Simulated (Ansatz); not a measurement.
# Electron scattering at the Σ5 (310) boundary in bcc W with Ta (substitutional)

Wanted: what the Σ5 (310) boundary in bcc W with Ta (substitutional) costs an interconnect.

Method: Ansatz plane-wave DFT, PBE, PAW files; relaxation of a bicrystal slab with its lowest layers held; PAW set soft_1, in the first sound run; inputs show where later runs differ, in Ansatz 0.2.0.

### 1. Set-up

The cell holds 19 atoms: 18 W and 1 Ta. Cell: a = 5.248 Å, b = 3.165 Å, c = 29.414 Å, α = 90.0°, β = 90.0°, γ = 72.5°. It derives from W. built on the (3 1 0) plane; 1 overlapping atoms removed and the grains opened by 0.4 Å. Vacuum lies along c.

### 2. Relaxing the bicrystal

The boundary is built by mirroring the lower grain in the boundary plane and removing any atoms that overlap; then the Ta is put in at the boundary. A thin bicrystal slab is relaxed first, with the lowest layers held and the upper grain free to shift and open.

Input file input.yaml:

```yaml
crystal:
  lattice:
    - [5.2482270683, 0.0, 0.0]
    - [0.9542231033, 3.0175184024, 0.0]
    - [0.0, 0.0, 29.4143574102]
  atoms:
    - { symbol: W, position: [0.8, 0.6000000001, 0.1699850155] }
    - { symbol: W, position: [0.2, 0.9, 0.2040091358] }
    - { symbol: W, position: [0.6, 0.2, 0.238033256] }
    - { symbol: W, position: [0.0, 0.5, 0.2720573763] }
    - { symbol: W, position: [0.4, 0.8, 0.3060814965] }
    - { symbol: W, position: [0.8, 0.1, 0.3401056168] }
    - { symbol: W, position: [0.2, 0.4, 0.3741297371] }
    - { symbol: W, position: [0.6, 0.7, 0.4081538573] }
    - { symbol: Ta, position: [0.0, 0.0, 0.4421779776] }
    - { symbol: W, position: [0.6, 0.7, 0.4898008991] }
    - { symbol: W, position: [0.2, 0.4, 0.5238250193] }
    - { symbol: W, position: [0.8, 0.1, 0.5578491396] }
    - { symbol: W, position: [0.4, 0.8, 0.5918732599] }
    - { symbol: W, position: [0.0, 0.5, 0.6258973801] }
    - { symbol: W, position: [0.6, 0.2, 0.6599215004] }
    - { symbol: W, position: [0.2, 0.9, 0.6939456206] }
    - { symbol: W, position: [0.8, 0.6000000001, 0.7279697409] }
    - { symbol: W, position: [0.4, 0.3000000001, 0.7619938612] }
    - { symbol: W, position: [0.0, 1.0e-10, 0.7960179814] }
kpoints:
  mp_grid: { grid: [8, 8, 1] }
hamiltonian:
  xc: pbe
  pseudopotentials: { kind: paw, azcp: { folder: soft_1 } }
scf:
  occupations: { method: fermi_dirac, width: 0.1 }
relax:
  f_tol: 0.03
  max_steps: 80
  constraints: [{ sites: [0, 1, 2] }]
```

On the command line:

```console
> ansatz run input.yaml --threads 4 --pin off --max-ram 15360MiB --backend cpu --events-out ev --progress --plain --runs-dir out
```

Numbers of over 12 decimals in the logs are rounded to 6 here.

What it wrote:

```text
Engine: ansatz 0.2.0, aarch64-unknown-linux-gnu
Pseudopotentials: kind: paw
Pseudopotential: W, paw, valence charge 14, recommended cutoff 420 eV (normal), soft_1/W.paw.azcp
Pseudopotential: Ta, paw, valence charge 13, recommended cutoff 420 eV (normal), soft_1/Ta.paw.azcp
Functional definition: PBE
  parameter kappa = 0.804
  parameter beta = 0.066725
  exchange = pbe_x(kappa = kappa, mu = beta*pi^2/3)
  correlation = pbe_c(beta = beta)
Crystal: 19 atoms, lattice volume = 465.824 Å³
Basis set: ecut = 420 eV, 9131 PW (Γ), exchange–correlation on 72×48×400 points (8 copies of the dense FFT grid, shifted against one another)
Bands: 159, of which v1, the nominal top of the filled ones, is band 133 counted from 1 (132 counted from 0)
Symmetry: 2 space group operations
Space group: Cm (ITA 8), of the structure as read, at distance tolerance 7.8e-5 Å
k-points: 21 of 64 (time reversal used)
Non-local potential: W, projectors of the file, l = 0: 3, l = 1: 2, l = 2: 2, l = 3: 1
Non-local potential: Ta, projectors of the file, l = 0: 3, l = 1: 2, l = 2: 2, l = 3: 1
PAW form: soft (Blöchl's): semilocal exchange-correlation on the pseudo side does not see the compensation charge
PAW one-centre angular grid: W, 590 points (default); XC on 64 Gauss nodes
PAW one-centre angular grid: Ta, 590 points (default); XC on 64 Gauss nodes
Initial density: superposition of atomic densities (neutral atoms: chi_scale 0, normalization atom)
Initial wavefunctions: pseudopotential atomic-orbital guess
Functional: x = pbe(κ = 0.804, μ = 0.219515), c = pbe(β = 0.066725)
SCF iter   1: F=—  HF=-196879.064156 eV  |F-HF|=—  |Δ(HF+E_count)|=         —  Δρ=5.98e-2  dr2=2.54e2  ethr=3.10e-3  ⟨swp⟩=8.4  Hψ=15072  notcnv=0
preconditioner: auto → LDOS  [metal: Δε(μ)=0.007 eV  Ē_g=5.065 eV  σ=0.100 eV  W_gap=0.02  n_scr=116 (ndim 8)  ℏωp=18.3 eV  f_vac=0.278  D(μ)=11.47/eV (n_scr^D=60)  β→1.0]
SCF iter   2: F=—  HF=-196879.472590 eV  |F-HF|=—  |Δ(HF+E_count)|=   4.08e-1  Δρ=6.18e-2  dr2=4.16e2  ethr=3.10e-3  ⟨swp⟩=12.0  Hψ=15567  notcnv=1  defer=20
SCF iter   3: F=—  HF=-196870.119027 eV  |F-HF|=—  |Δ(HF+E_count)|=    9.35e0  Δρ=1.14e-2  dr2=6.40e0  ethr=3.10e-3  ⟨swp⟩=8.8  Hψ=10867  notcnv=0  defer=30
SCF iter   4: F=—  HF=-196869.913319 eV  |F-HF|=—  |Δ(HF+E_count)|=   2.06e-1  Δρ=3.30e-3  dr2=1.51e-1  ethr=2.41e-3  ⟨swp⟩=3.6  Hψ=4747  notcnv=0  defer=12
SCF iter   5: F=—  HF=-196869.885804 eV  |F-HF|=—  |Δ(HF+E_count)|=   2.75e-2  Δρ=1.42e-3  dr2=6.58e-2  ethr=5.70e-5  ⟨swp⟩=5.3  Hψ=6816  notcnv=0  defer=14
SCF iter   6: F=—  HF=-196869.885394 eV  |F-HF|=—  |Δ(HF+E_count)|=   4.10e-4  Δρ=6.33e-4  dr2=1.51e-2  ethr=2.48e-5  ⟨swp⟩=2.7  Hψ=4519  notcnv=0  defer=11
SCF iter   7: F=—  HF=-196869.884803 eV  |F-HF|=—  |Δ(HF+E_count)|=   5.90e-4  Δρ=1.70e-4  dr2=3.33e-4  ethr=5.69e-6  ⟨swp⟩=2.3  Hψ=4523  notcnv=0  defer=9
SCF iter   8: F=—  HF=-196869.884838 eV  |F-HF|=—  |Δ(HF+E_count)|=   3.46e-5  Δρ=6.69e-5  dr2=1.98e-4  ethr=1.25e-7  ⟨swp⟩=3.2  Hψ=5880  notcnv=0  defer=9
SCF iter   9: F=-196869.884836 eV  HF=-196869.884842 eV  |F-HF|=5.77e-6  |Δ(HF+E_count)|=   3.83e-6  Δρ=2.15e-5  dr2=1.10e-5  ethr=8.49e-9  ⟨swp⟩=3.9  Hψ=12381  notcnv=0
SCF 1 converged in 9 iterations: F = -196869.884836 eV  dr2 = 1.10e-5
  greatest PAW one-centre occupation: 0.999 electrons in one spin orbital (limit 2), on the W atom at site 16 (counted from 0), in its partial waves of l = 0
relax step   1: F+E_penalty+E_count = -196869.88483603 eV  Δ(F+E_penalty+E_count) = +0.000e0 eV  max|allowed force component| = 2.992e0 eV/Å  Δτ_max = 0.0000 Å  (9 SCF iters, dr2 threshold 2.25e-5 eV, accepted)
Initial density: handed on by an earlier stage of this run
Initial wavefunctions: those handed on with the density
iter 1 solved again at ethr=1.25e-3 eV; its pass at ethr=3.10e-3 eV (dr2=3.31e0 eV) is discarded
SCF iter   1: F=—  HF=-196870.798410 eV  |F-HF|=—  |Δ(HF+E_count)|=         —  Δρ=1.23e-2  dr2=3.23e0  ethr=1.25e-3  ⟨swp⟩=2.5  Hψ=12478  notcnv=0  defer=3
preconditioner: auto → LDOS  [metal: Δε(μ)=0.024 eV  Ē_g=4.650 eV  σ=0.100 eV  W_gap=0.06  n_scr=116 (ndim 8)  ℏωp=18.3 eV  f_vac=0.285  D(μ)=13.41/eV (n_scr^D=90)  β→1.0]
SCF iter   2: F=—  HF=-196870.648845 eV  |F-HF|=—  |Δ(HF+E_count)|=   1.50e-1  Δρ=5.65e-3  dr2=5.45e-1  ethr=1.22e-3  ⟨swp⟩=3.5  Hψ=5405  notcnv=0  defer=5
SCF iter   3: F=—  HF=-196870.578289 eV  |F-HF|=—  |Δ(HF+E_count)|=   7.06e-2  Δρ=1.91e-3  dr2=6.35e-2  ethr=2.06e-4  ⟨swp⟩=3.4  Hψ=6675  notcnv=0  defer=2
SCF iter   4: F=—  HF=-196870.566697 eV  |F-HF|=—  |Δ(HF+E_count)|=   1.16e-2  Δρ=4.18e-4  dr2=3.79e-3  ethr=2.40e-5  ⟨swp⟩=2.4  Hψ=5272  notcnv=0  defer=3
SCF iter   5: F=—  HF=-196870.566581 eV  |F-HF|=—  |Δ(HF+E_count)|=   1.17e-4  Δρ=1.28e-4  dr2=3.94e-4  ethr=1.43e-6  ⟨swp⟩=2.1  Hψ=4883  notcnv=0  defer=2
SCF iter   6: F=-196870.566591 eV  HF=-196870.566614 eV  |F-HF|=2.26e-5  |Δ(HF+E_count)|=   3.35e-5  Δρ=4.91e-5  dr2=3.71e-5  ethr=3.77e-8  ⟨swp⟩=3.1  Hψ=12586  notcnv=0
SCF 2 converged in 6 iterations: F = -196870.566591 eV  dr2 = 3.71e-5
  greatest PAW one-centre occupation: 0.999 electrons in one spin orbital (limit 2), on the W atom at site 2 (counted from 0), in its partial waves of l = 0
relax step   2: F+E_penalty+E_count = -196870.56659143 eV  Δ(F+E_penalty+E_count) = -6.818e-1 eV  max|allowed force component| = 6.710e-1 eV/Å  Δτ_max = 0.1949 Å  (6 SCF iters, dr2 threshold 1.00e-4 eV, accepted)
SCF iter   1: F=—  HF=-196870.835756 eV  |F-HF|=—  |Δ(HF+E_count)|=         —  Δρ=1.57e-2  dr2=8.65e0  ethr=3.10e-3  ⟨swp⟩=5.8  Hψ=8533  notcnv=0
preconditioner: auto → LDOS  [metal: Δε(μ)=0.005 eV  Ē_g=4.608 eV  σ=0.100 eV  W_gap=0.01  n_scr=116 (ndim 8)  ℏωp=18.3 eV  f_vac=0.280  D(μ)=13.30/eV (n_scr^D=90)  β→1.0]
SCF iter   2: F=—  HF=-196870.705628 eV  |F-HF|=—  |Δ(HF+E_count)|=   1.30e-1  Δρ=4.63e-3  dr2=3.92e-1  ethr=3.10e-3  ⟨swp⟩=2.0  Hψ=4120  notcnv=0  defer=2
SCF iter   3: F=—  HF=-196870.686896 eV  |F-HF|=—  |Δ(HF+E_count)|=   1.87e-2  Δρ=3.29e-3  dr2=1.77e-1  ethr=1.48e-4  ⟨swp⟩=3.2  Hψ=7209  notcnv=0  defer=4
SCF iter   4: F=—  HF=-196870.656236 eV  |F-HF|=—  |Δ(HF+E_count)|=   3.07e-2  Δρ=4.90e-4  dr2=4.99e-3  ethr=6.67e-5  ⟨swp⟩=2.5  Hψ=5718  notcnv=0  defer=4
SCF iter   5: F=—  HF=-196870.655173 eV  |F-HF|=—  |Δ(HF+E_count)|=   1.06e-3  Δρ=1.34e-4  dr2=3.14e-4  ethr=1.88e-6  ⟨swp⟩=3.0  Hψ=5986  notcnv=0  defer=4
SCF iter   6: F=-196870.655191 eV  HF=-196870.655197 eV  |F-HF|=6.45e-6  |Δ(HF+E_count)|=   2.42e-5  Δρ=4.18e-5  dr2=2.30e-5  ethr=1.06e-8  ⟨swp⟩=3.9  Hψ=13635  notcnv=0
SCF 3 converged in 6 iterations: F = -196870.655191 eV  dr2 = 2.30e-5
relax step   3: F+E_penalty+E_count = -196870.65519066 eV  Δ(F+E_penalty+E_count) = -8.860e-2 eV  max|allowed force component| = 4.298e-1 eV/Å  Δτ_max = 0.1976 Å  (6 SCF iters, dr2 threshold 2.81e-5 eV, accepted)
[...]
relax step   4: F+E_penalty+E_count = -196870.66200482 eV  Δ(F+E_penalty+E_count) = -6.814e-3 eV  max|allowed force component| = 2.867e-1 eV/Å  Δτ_max = 0.0756 Å  (6 SCF iters, dr2 threshold 1.15e-5 eV, accepted)
[...]
relax step   5: F+E_penalty+E_count = -196870.67744404 eV  Δ(F+E_penalty+E_count) = -1.544e-2 eV  max|allowed force component| = 2.952e-2 eV/Å  Δτ_max = 0.0471 Å  (5 SCF iters, dr2 threshold 3.37e-5 eV, accepted)
iter 1 solved again at ethr=7.14e-9 eV; its pass at ethr=3.10e-3 eV (dr2=1.89e-5 eV) is discarded
SCF iter   1: F=—  HF=-196870.677465 eV  |F-HF|=—  |Δ(HF+E_count)|=         —  Δρ=3.81e-5  dr2=1.89e-5  ethr=7.14e-9  ⟨swp⟩=1.7  Hψ=7959  notcnv=0  defer=4
preconditioner: auto → LDOS  [metal: Δε(μ)=0.001 eV  Ē_g=4.606 eV  σ=0.100 eV  W_gap=0.00  n_scr=116 (ndim 8)  ℏωp=18.3 eV  f_vac=0.279  D(μ)=12.66/eV (n_scr^D=82)  β→1.0]
SCF iter   2: F=—  HF=-196870.677461 eV  |F-HF|=—  |Δ(HF+E_count)|=   3.80e-6  Δρ=3.76e-5  dr2=2.06e-5  ethr=7.14e-9  ⟨swp⟩=2.3  Hψ=5608  notcnv=0  defer=4
SCF iter   3: F=—  HF=-196870.677458 eV  |F-HF|=—  |Δ(HF+E_count)|=   3.16e-6  Δρ=8.12e-6  dr2=9.06e-7  ethr=7.14e-9  ⟨swp⟩=2.0  Hψ=4738  notcnv=0  defer=4
SCF iter   4: F=-196870.677458 eV  HF=-196870.677458 eV  |F-HF|=5.08e-8  |Δ(HF+E_count)|=   1.09e-7  Δρ=2.52e-6  dr2=8.23e-8  ethr=3.77e-11  ⟨swp⟩=3.5  Hψ=14697  notcnv=0
SCF 6 converged in 4 iterations: F = -196870.677458 eV  dr2 = 8.23e-8
relax step   6: F+E_penalty+E_count = -196870.67745763 eV  Δ(F+E_penalty+E_count) = -1.359e-5 eV  max|allowed force component| = 2.864e-2 eV/Å  Δτ_max = 0.0000 Å  (4 SCF iters, accepted)
SCF converged after 4 iterations
Free energy (F): -196870.677458 eV
Harris-Foulkes:  -196870.677458 eV  (|F-HF|=5.08e-8)
Internal energy: -196870.254560 eV  (E = F + TS)
E sigma→0 (E₀):  -196870.466009 eV
Entropy (-TS):   -0.422898 eV (-22.258 meV/atom)
Fermi energy:    13.032208 eV
--- Per-component energies (eV) ---
  E_band       = -4004.462536
  E_kinetic    = 7959.705703
  E_local      = -217406.384345  (includes V_loc(G=0)·N_el)
  E_nonlocal   = -464.333676
  E_hartree    = 106655.551858
  E_xc         = -5124.614469
  E_vxc        = -4377.428533  (∫ρ·V_xc dr)
  E_paw        = -162705.153952  (= ΣΔE_a)
  E_vpaw       = -3027.187899  (= ΣTr[D̂ρ^β])
  E_aug_tail   = 0.002768  (compensation charges beyond the density's cutoff)
  E_ewald      = 74214.971553
  E_smearing   = -0.422898  (= −TS)
  E_closure    = -0.000000  (closes the sum)
  Σ components = -196870.677458   (vs F -196870.677458, Δ=0.00e0)
--- Forces (eV/Å), atoms counted from 1 ---
  atom   1  W      0.37873517    -0.11976658     1.88301391
  atom   2  W     -0.52327594     0.16547438    -0.79055374
  atom   3  W      0.14741184    -0.04661572    -1.08031344
  atom   4  W      0.00674370    -0.00213255     0.01195439
  atom   5  W      0.01342527    -0.00424544     0.01087833
  atom   6  W     -0.01333022     0.00421539    -0.01779284
  atom   7  W     -0.02810516     0.00888763    -0.00322096
  atom   8  W      0.00629182    -0.00198965     0.00489810
  atom   9  Ta     0.01051536    -0.00332525    -0.00101703
  atom  10  W      0.00384295    -0.00121525     0.01193701
  atom  11  W      0.00271790    -0.00085947     0.01440429
  atom  12  W      0.00717271    -0.00226821    -0.02864438
  atom  13  W      0.00837022    -0.00264690    -0.01774735
  atom  14  W     -0.00452174     0.00142990     0.01426218
  atom  15  W     -0.00679186     0.00214777    -0.00554791
  atom  16  W     -0.00775570     0.00245257    -0.00542340
  atom  17  W     -0.00864176     0.00273276     0.01325905
  atom  18  W      0.00104335    -0.00032994    -0.01864674
  atom  19  W      0.00620855    -0.00196332     0.00425481
  max |Σ_I F_I| component: 5.64e-5 eV/Å
--- Relaxed structure (6 steps of the walk, 6 accepted, 0 SCFs on fresh bases) ---
  F+E_penalty+E_count = -196870.67745763 eV   max|allowed force component| = 2.864e-2 eV/Å
  atoms:
    - { symbol: W, position: [0.800000, 0.600000, 0.169985] }
    - { symbol: W, position: [0.200000, 0.900000, 0.204009] }
    - { symbol: W, position: [0.600000, 0.2, 0.238033256] }
    - { symbol: W, position: [0.0021561, 0.498922, 0.271517] }
    - { symbol: W, position: [0.404110, 0.797945, 0.306126] }
    - { symbol: W, position: [0.807118, 0.096441, 0.341015] }
    - { symbol: W, position: [0.203752, 0.398124, 0.374611] }
    - { symbol: W, position: [0.597587, 0.701207, 0.407572] }
    - { symbol: Ta, position: [0.024131, -0.012065, 0.451768] }
    - { symbol: W, position: [0.598623, 0.700688, 0.496184] }
    - { symbol: W, position: [0.204402, 0.397799, 0.528794] }
    - { symbol: W, position: [0.806411, 0.096795, 0.562863] }
    - { symbol: W, position: [0.402871, 0.798565, 0.597883] }
    - { symbol: W, position: [0.00440472, 0.497798, 0.631601] }
    - { symbol: W, position: [0.607274, 0.196363, 0.666005] }
    - { symbol: W, position: [0.206635, 0.896682, 0.700192] }
    - { symbol: W, position: [0.802585, 0.598707, 0.735367] }
    - { symbol: W, position: [0.396234, 0.301883, 0.769547] }
    - { symbol: W, position: [0.016383, -0.00819174, 0.797095] }
```

Run time: 3.7 min. Hardware: 4 threads of Arm Neoverse V2, shared host; peak memory 2.2 GiB.

The steps of the relaxation:

```
step  energy less that of the first step (eV)  largest force component (eV/Å)
   1                                   0.0000                          2.9920
   2                                  -0.6818                          0.6710
   3                                  -0.7704                          0.4298
   4                                  -0.7772                          0.2867
   5                                  -0.7926                          0.0295
   6                                  -0.7926                          0.0286
```

Forces are held to the 2 operations that the run works with; a distortion that breaks them can't arise in this run.

The atoms that moved most (Å):

| atom | dx | dy | dz | length |
| --- | --- | --- | --- | --- |
| Ta9 | 0.115 | -0.036 | 0.282 | 0.307 |
| W18 | -0.018 | 0.006 | 0.222 | 0.223 |
| W17 | 0.012 | -0.004 | 0.218 | 0.218 |
| W10 | -0.007 | 0.002 | 0.188 | 0.188 |
| W16 | 0.032 | -0.010 | 0.184 | 0.187 |
| W15 | 0.035 | -0.011 | 0.179 | 0.183 |
| W13 | 0.014 | -0.004 | 0.177 | 0.177 |
| W14 | 0.021 | -0.007 | 0.168 | 0.169 |

Numbers from this step:

```
free energy             : -196870.6775 eV
energy at zero smearing : -196870.4660 eV
Fermi energy            : 13.03 eV
```

The largest force component on a free atom ends at 0.029 eV/Å, under the tolerance of 0.03, after 6 steps.

(Continued in part 2 of 2.)

[Logs are printed without paths, hosts, clocks, repeated set-up lines and the standing remarks that a program may print on its own settings, such as how far it seeks lower states.]

[Hosts, paths, dates, database ids (printed as entryN), source tags and the programs' standing remarks are cut or masked in the printed files.]
